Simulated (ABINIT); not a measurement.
A run of ABINIT 10.8.3 (patched build):

The input run.abi:

```
# Pseudopotentials
pp_dirpath "./"
pseudos "Zn.upf, S.upf"

# Structure
acell 3*1.0 Angstrom
rprim
     0.0000000000     2.7020000000     2.7020000000
     2.7020000000     0.0000000000     2.7020000000
     2.7020000000     2.7020000000     0.0000000000
ntypat 2
znucl 30 16
natom 2
typat 1 2
xred
     0.7500000000     0.7500000000     0.7500000000
     0.0000000000     0.0000000000     0.0000000000

# Plane-wave basis
ecut 38.0

# k points
kptopt 1
ngkpt 7 7 7
nshiftk 1
shiftk 0.0 0.0 0.0

# Exchange and correlation
ixc -116133

# Bands and occupations
nband 17
occopt 3
tsmear 0.05 eV

# SCF cycle
nstep 100
tolvrs 1.0e-10

# Output
iomode 3
prtwf 0
prteig 0
prtebands 0
prtden 1
prtvha 1
prtvclmb 1
prtpot 1
prtelf 1
```

Potentials or basis: PseudoDojo NC SR PBEsol v0.4.1 standard.

Run with:

```console
$ mpirun --bind-to none -np 4 abinit run.abi > log 2>&1
```

Hardware: 4 MPI ranks on Arm Neoverse V2, with other jobs on the host.

**Question.** Estimate the wall time of this run.

**Answer.** Wall time 13 s on 4 MPI ranks on Arm Neoverse V2, on a shared host, peak memory 0.32 GiB a rank. Counts: scf iterations 13, mpi ranks 4, k points 20, bands 17, plane waves 3002.
